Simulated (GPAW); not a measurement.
Crystal: MgS (Niningerite).

```xyz
2
Lattice="0.0000 2.6016 2.6016 2.6016 0.0000 2.6016 2.6016 2.6016 0.0000" Properties=species:S:1:pos:R:3 pbc="T T T"
S     2.6016    2.6016    2.6016
Mg    0.0000    0.0000    0.0000
```

Base run:

```yaml
Program: GPAW 26.7.0
Functional: PBEsol
Potentials_or_basis: PAW data sets generated in the run's folder for this functional
Cutoff: 800 eV
Basis: pw
k_mesh: 9 × 9 × 9
Occupations: fermi-dirac, width 0.05 eV
Spin: no spin polarisation
```

Its results: band gap on the k mesh 2.84 eV, indirect (least direct gap 3.60 eV); pressure -0.9 GPa.

Q: The run is repeated on the same cell with these changes: functional from PBEsol to AM05; cutoff from 800 eV to 600 eV; k mesh from 9 × 9 × 9 to 7 × 7 × 7. What comes out?

A: Band gap on the k mesh 2.97 eV, indirect (least direct gap 3.66 eV); pressure -0.7 GPa.

Several settings changed at once, so the effect can't be laid on one alone.

Caveats: an odd mesh through Γ misses points on the zone boundary, where band edges often lie; the cutoff is short for stress and forces, so pressures can be off by a GPa or more (some runs).
